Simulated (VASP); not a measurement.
Wanted: the native input for a VASP 6.6.1 run.

- Task: relaxation of cell and atoms
- Functional: PBE
- Potentials or basis: VASP PAW PBE potentials, release 64 (Mn, F)
- Cutoff: 580 eV
- k mesh: 5 × 5 × 6
- Occupations: fermi-dirac, width 0.05 eV
- Spin: collinear spin, ferromagnetic start
- Starting moments: [4.0, 4.0, 0.0, 0.0, 0.0, 0.0] μB
- Further INCAR settings: ALGO = Fast; EDIFF = 1e-06; IBRION = 2; EDIFFG = -0.005; NSW = 40; ISIF = 3

The structure of MnF2 lies in POSCAR:

```
MnF2
1.0
    4.8738000000      0.0000000000      0.0000000000
    0.0000000000      4.8738000000      0.0000000000
    0.0000000000      0.0000000000      3.3107000000
Mn F
2 4
Direct
    0.5000000000      0.5000000000      0.5000000000
    0.0000000000      0.0000000000      0.0000000000
    0.8053000000      0.1947000000      0.5000000000
    0.6947000000      0.6947000000      0.0000000000
    0.1947000000      0.8053000000      0.5000000000
    0.3053000000      0.3053000000      0.0000000000
```

One way to write it, as run:

INCAR

```
SYSTEM = MnF2
  PREC = Accurate
  ENCUT = 580
  EDIFF = 1E-6
  ISMEAR = -1
  SIGMA = 0.05
  LREAL = .False.
  LASPH = .True.
  NELM = 120
  ALGO = Fast
  ISIF = 3
  LWAVE = .False.
  LCHARG = .False.
  ISPIN = 2
  MAGMOM = 4 4 0 0 0 0
  LORBIT = 11
  LMAXMIX = 4
  GGA = PE
  IBRION = 2
  NSW = 40
  EDIFFG = -0.005
```

KPOINTS

```
regular mesh
0
Gamma
  5 5 6
  0 0 0
```

Potentials or basis: VASP PAW PBE potentials, release 64 (Mn, F).

Run with:

```bash
$ cat potpaw_PBE.64/Mn/POTCAR potpaw_PBE.64/F/POTCAR > POTCAR
$ mpirun -np 1 vasp_std > vasp.out
```

Results of the run:

```json
{"Relaxed volume": "13.60 Å³/atom", "Relaxed cell": "a = 4.945 Å, b = 4.945 Å, c = 3.336 Å, α = 90.00°, β = 90.00°, γ = 90.00°", "Space group after relaxing (to 0.05 Å)": "P4_2/mnm (No. 136)", "Energy gained by relaxing": "4.8 meV/atom", "Ionic steps": "7", "Pressure after relaxing": "0.0 GPa", "Largest force after relaxing": "0.005 eV/Å", "Band gap on the k mesh": "1.25 eV, direct", "Net moment": "10.00 μB per cell", "Site moments": "Mn +4.58; F +0.09 μB", "Valence electrons inside the program's atomic spheres": "Mn 5.26; F 6.09"}
```

Caveat: an odd mesh through Γ misses points on the zone boundary, where band edges often lie; only a ferromagnetic start was run, and an antiferromagnetic order may lie lower in energy.

Wall time 4.1 min on 1 thread of Intel(R) Xeon(R) 6975P-C (Granite Rapids) (shared host), peak memory 0.29 GiB.
